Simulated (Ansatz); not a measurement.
# SiC: moving C off its site

SiC, F-43m, a = 4.348 Å (as given, not relaxed at this level: 4.8 GPa). The compound has several low-lying forms, and this is one of them. Ansatz: PBE, PAW, 420 eV, Γ-centred 12×12×12 mesh on 2 atoms, Gaussian smearing 0.05 eV; no spin polarisation.

```yaml
crystal:
  lattice:
    - [0.00000, 2.17400, 2.17400]
    - [2.17400, 0.00000, 2.17400]
    - [2.17400, 2.17400, 0.00000]
  atoms:
    - { symbol: Si, position: [0.00000, 0.00000, 0.00000] }
    - { symbol: C, position: [0.75000, 0.75000, 0.75000] }
```

Atom 2 (C) moves by x along the unit vector (0.000, 0.000, 1.000), with its periodic images; all else is held. y is the free energy of the cell over the start, F the force along the path summed over the moved atoms. Symmetry makes y even in x.

| x (Å) | y (meV) | F (eV/Å) |
| --- | --- | --- |
| -0.3000 | 828.6 | 5.20 |
| -0.1500 | 216.4 | 2.84 |
| 0.0000 | 0.0 | 0.00 |
| 0.0375 | 13.7 | -0.73 |
| 0.0750 | ? | ? |
| 0.1125 | 122.5 | -2.16 |
| 0.1875 | 335.3 | -3.50 |
| 0.2250 | 478.1 | -4.11 |
| 0.2625 | 643.1 | -4.68 |

Q: Fit y = c2 x² + c4 x⁴ to the energies of the other rows, give the force constant, and predict energy and force of the missing row.

A: Least squares on the rows shown. y = 9750.7 x² − 6049.2 x⁴. The force constant is 2 c2 = 19.5 eV/Å², for the cell as given, at 4.8 GPa (for all images moving together, not for a lone atom). With two atoms in a cubic cell this is the optical mode at Γ without the LO field: ω = 521.5 √(2 c2/μ) = 794 cm⁻¹ for μ = 8.41 u. The force −dy/dx at the missing row is -1.45 eV/Å (computed -1.45). At x = 0.0750 the fit asked for gives 54.7 meV. The run gave 54.7 meV, the same to the digits shown.